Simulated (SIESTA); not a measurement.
# ZrC (Fm-3m) in SIESTA: equation of state, part 2 of 2

SIESTA 5.4.2.

### Step 3. Single point, PBE, 12.70 Å³/atom

Input file ZrC.fdf:

```
SystemName                      ZrC
SystemLabel                     ZrC
NumberOfSpecies                 2
NumberOfAtoms                   2
%block ChemicalSpeciesLabel
  1  40 Zr
  2   6 C
%endblock ChemicalSpeciesLabel

LatticeConstant                 1.0 Ang
%block LatticeVectors
     0.0000000000     2.3330366223     2.3330366223
     2.3330366223     0.0000000000     2.3330366223
     2.3330366223     2.3330366223     0.0000000000
%endblock LatticeVectors
AtomicCoordinatesFormat         Ang
%block AtomicCoordinatesAndAtomicSpecies
     2.3330366223     2.3330366223     2.3330366223  1
     0.0000000000     0.0000000000     0.0000000000  2
%endblock AtomicCoordinatesAndAtomicSpecies

%block kgrid.MonkhorstPack
   10   0   0  0.0
    0  10   0  0.0
    0   0  10  0.0
%endblock kgrid.MonkhorstPack
XC.Functional                   GGA
XC.Authors                      PBE
PAO.BasisSize                   DZP
PAO.EnergyShift                 0.002 Ry
Mesh.Cutoff                     800 Ry
OccupationFunction              FD
ElectronicTemperature           0.05 eV
MaxSCFIterations                120
SCF.MustConverge                false
SCF.Mixer.Method                Pulay
SCF.Mixer.Weight                0.25
SCF.Mixer.History               8
SCF.DM.Tolerance                5.0e-05
SCF.H.Tolerance                 1.0e-03 eV
WriteForces                     true
Charge.Mulliken                 end
```

Potentials or basis: PseudoDojo 0.4 standard (PBE files), DZP (energy shift 0.002 Ry).

The run is started by

```sh
$ siesta ZrC.fdf > ZrC.out 2>&1
```

ZrC.out:

```text
Version         : 5.4.2

[... 6 lines left out ...]
 NOTE: Please see the manual for full details and compatibility measures.

reinit: Reading from file ZrC.fdf

reinit: -----------------------------------------------------------------------
reinit: System Name: ZrC
reinit: -----------------------------------------------------------------------
reinit: System Label: ZrC
reinit: -----------------------------------------------------------------------

initatom: Reading input for the pseudopotentials and atomic orbitals ----------
Species number:   1 Atomic number:   40 Label: Zr
Species number:   2 Atomic number:    6 Label: C

Ground state valence configuration (from tables):   5s02  5p00  4d02  4f00
Ground state valence configuration (from tables):   2s02  2p02  3d00  4f00

---- Processing specs for species: Zr
Reading pseudopotential information in PSML from:
  Zr.psml
PSML file version: 1.1
Using libxc ids:  101 130
GGA--PBE XC_GGA_X_PBE--XC_GGA_C_PBE pb
Semicore shell(s) with  8 electrons included in the valence for Zr

---- Processing specs for species: C
Reading pseudopotential information in PSML from:
  C.psml
PSML file version: 1.1
Using libxc ids:  101 130
[... 645 lines left out ...]
siesta:    -0.000000   -0.000000   -0.053584

siesta: Cell volume =         25.397716 Ang**3

siesta: Pressure (static):
siesta:                Solid            Molecule  Units
siesta:           0.00058360          0.00058360  Ry/Bohr**3
siesta:           0.05358370          0.05358370  eV/Ang**3
siesta:          85.85054685         85.85054685  kBar

Basis Enthalpy Calculation:
    Basis Pressure for species 1(Zr) :      0.2000000 GPa
    Basis Pressure for species 2(C) :      0.2000000 GPa

    Orbital volume contribution        =           2.734263 eV
    (Free)E + p_basis*V_orbitals       =       -1539.927704 eV
    (Free)Eharris+ p_basis*V_orbitals  =       -1539.927704 eV

mulliken: Atomic and Orbital Populations:

Species: Zr
Atom  Qatom  Qorb
               4s      5s      5s      4py     4pz     4px     5py     5pz
               5px     4dxy    4dyz    4dz2    4dxz    4dx2-y2 4dxy    4dyz
               4dz2    4dxz    4dx2-y2
   1 11.071   1.905  -0.089   0.486   1.963   1.963   1.963   0.147   0.147
              0.147   0.518   0.518   0.723   0.518   0.723  -0.055  -0.055

             -0.198  -0.055  -0.198

Species: C
Atom  Qatom  Qorb
               2s      2s      2py     2pz     2px     2py     2pz     2px
               3Pdxy   3Pdyz   3Pdz2   3Pdxz   3Pdx2-y2
   2  4.929   2.311  -0.450   0.786   0.786   0.786   0.207   0.207   0.207
              0.021   0.021   0.013   0.021   0.013

mulliken: Qtot =       16.000

Mulliken Atomic Populations:
Atom #   charge [q] valence [e]  Species
     1     0.929006   11.070994  Zr
     2    -0.929006    4.929006  C
 Total    -0.000000

Job completed
```

Run time: 2.5 min. Hardware: 1 thread of Intel Xeon Platinum 8259CL at 2.50GHz (Skylake/Cascade Lake), shared host; peak memory 0.35 GiB.

What came out:

* Free energy: -1542.6620 eV
* Pressure: 8.6 GPa
* Band gap on the k mesh: none (metal or under the smearing width)

Caveat: semicore shells carry a single zeta, which can move pressures by several GPa and volumes by a few percent; the basis of atomic orbitals isn't converged, which shifts pressures, moduli and gaps.

### Step 4. Single point, PBE, 12.96 Å³/atom

Edit ZrC.fdf of step 3 so:

```diff
@@ -11,5 +11,5 @@
 %block LatticeVectors
-     0.0000000000     2.3330366223     2.3330366223
-     2.3330366223     0.0000000000     2.3330366223
-     2.3330366223     2.3330366223     0.0000000000
+     0.0000000000     2.3491270385     2.3491270385
+     2.3491270385     0.0000000000     2.3491270385
+     2.3491270385     2.3491270385     0.0000000000
 %endblock LatticeVectors
@@ -17,3 +17,3 @@
 %block AtomicCoordinatesAndAtomicSpecies
-     2.3330366223     2.3330366223     2.3330366223  1
+     2.3491270385     2.3491270385     2.3491270385  1
      0.0000000000     0.0000000000     0.0000000000  2
```

The run is started by

```sh
$ siesta < ZrC.fdf > ZrC.out 2>&1
```

Run time: 2.6 min. Hardware: 1 thread of Intel Xeon Platinum 8259CL at 2.50GHz (Skylake/Cascade Lake), shared host; peak memory 0.34 GiB.

The run converged. Its results:

| Property | Result |
| --- | --- |
| Free energy | -1542.6817 eV |
| Pressure | 3.5 GPa |
| Band gap on the k mesh | none (metal or under the smearing width) |

Caveat: semicore shells carry a single zeta, which can move pressures by several GPa and volumes by a few percent; the basis of atomic orbitals isn't converged, which shifts pressures, moduli and gaps.

### Step 5. Single point, PBE, 13.49 Å³/atom

Edit ZrC.fdf of step 4 so:

```diff
@@ -11,5 +11,5 @@
 %block LatticeVectors
-     0.0000000000     2.3491270385     2.3491270385
-     2.3491270385     0.0000000000     2.3491270385
-     2.3491270385     2.3491270385     0.0000000000
+     0.0000000000     2.3806627081     2.3806627081
+     2.3806627081     0.0000000000     2.3806627081
+     2.3806627081     2.3806627081     0.0000000000
 %endblock LatticeVectors
@@ -17,3 +17,3 @@
 %block AtomicCoordinatesAndAtomicSpecies
-     2.3491270385     2.3491270385     2.3491270385  1
+     2.3806627081     2.3806627081     2.3806627081  1
      0.0000000000     0.0000000000     0.0000000000  2
```

The run is started by

```sh
$ siesta ZrC.fdf > ZrC.out 2>&1
```

Wall time 2.4 min (1 thread of Intel Xeon Platinum 8259CL at 2.50GHz (Skylake/Cascade Lake), shared host); peak memory 0.34 GiB.

Results (log left out):

| Item | Value |
| --- | --- |
| Free energy | -1542.6749 eV |
| Pressure | -5.1 GPa |
| Band gap on the k mesh | none (metal or under the smearing width) |

Caveat: semicore shells carry a single zeta, which can move pressures by several GPa and volumes by a few percent; the basis of atomic orbitals isn't converged, which shifts pressures, moduli and gaps.

### Step 6. Single point, PBE, 13.76 Å³/atom

Edit ZrC.fdf of step 5 so:

```diff
@@ -11,5 +11,5 @@
 %block LatticeVectors
-     0.0000000000     2.3806627081     2.3806627081
-     2.3806627081     0.0000000000     2.3806627081
-     2.3806627081     2.3806627081     0.0000000000
+     0.0000000000     2.3961219900     2.3961219900
+     2.3961219900     0.0000000000     2.3961219900
+     2.3961219900     2.3961219900     0.0000000000
 %endblock LatticeVectors
@@ -17,3 +17,3 @@
 %block AtomicCoordinatesAndAtomicSpecies
-     2.3806627081     2.3806627081     2.3806627081  1
+     2.3961219900     2.3961219900     2.3961219900  1
      0.0000000000     0.0000000000     0.0000000000  2
```

Potentials or basis: PseudoDojo 0.4 standard (PBE files), DZP (energy shift 0.002 Ry).

The run is started by

```sh
$ siesta < ZrC.fdf > ZrC.out 2>&1
```

It took 2.4 min on 1 thread of Intel Xeon Platinum 8259CL at 2.50GHz (Skylake/Cascade Lake), shared host; peak memory 0.33 GiB.

It converged, with:

| Quantity | Value |
| --- | --- |
| Free energy | -1542.6516 eV |
| Pressure | -8.9 GPa |
| Band gap on the k mesh | none (metal or under the smearing width) |

Caveat: semicore shells carry a single zeta, which can move pressures by several GPa and volumes by a few percent; the basis of atomic orbitals isn't converged, which shifts pressures, moduli and gaps.

### Step 7. Single point, PBE, 14.02 Å³/atom

Edit ZrC.fdf of step 6 so:

```diff
@@ -11,5 +11,5 @@
 %block LatticeVectors
-     0.0000000000     2.3961219900     2.3961219900
-     2.3961219900     0.0000000000     2.3961219900
-     2.3961219900     2.3961219900     0.0000000000
+     0.0000000000     2.4113843250     2.4113843250
+     2.4113843250     0.0000000000     2.4113843250
+     2.4113843250     2.4113843250     0.0000000000
 %endblock LatticeVectors
@@ -17,3 +17,3 @@
 %block AtomicCoordinatesAndAtomicSpecies
-     2.3961219900     2.3961219900     2.3961219900  1
+     2.4113843250     2.4113843250     2.4113843250  1
      0.0000000000     0.0000000000     0.0000000000  2
```

The run is started by

```sh
$ siesta ZrC.fdf > ZrC.out 2>&1
```

It took 2.5 min on 1 thread of Intel Xeon Platinum 8259CL at 2.50GHz (Skylake/Cascade Lake), shared host; peak memory 0.33 GiB.

It converged, with:

* Free energy: -1542.6165 eV
* Pressure: -12.2 GPa
* Band gap on the k mesh: none (metal or under the smearing width)

Caveat: semicore shells carry a single zeta, which can move pressures by several GPa and volumes by a few percent; the basis of atomic orbitals isn't converged, which shifts pressures, moduli and gaps.

### Step 8. Equation of state, PBE

Potentials or basis: PseudoDojo 0.4 standard (PBE files), DZP (energy shift 0.002 Ry).

No new run: the results of the series are fitted here.

What came out:

* Equilibrium volume: 13.16 Å³/atom
* Bulk modulus: 221 GPa
* Pressure derivative of the bulk modulus: 4.2

Energy against volume, from the lowest point:
```
volume (Å³/atom)  energy (meV/atom)
          12.434              30.36
          12.699              11.72
          12.963               1.83
          13.228               0.00
          13.493               5.24
          13.757              16.92
          14.022              34.43
```

Caveat: semicore shells carry a single zeta, which can move pressures by several GPa and volumes by a few percent; the basis of atomic orbitals isn't converged, which shifts pressures, moduli and gaps.
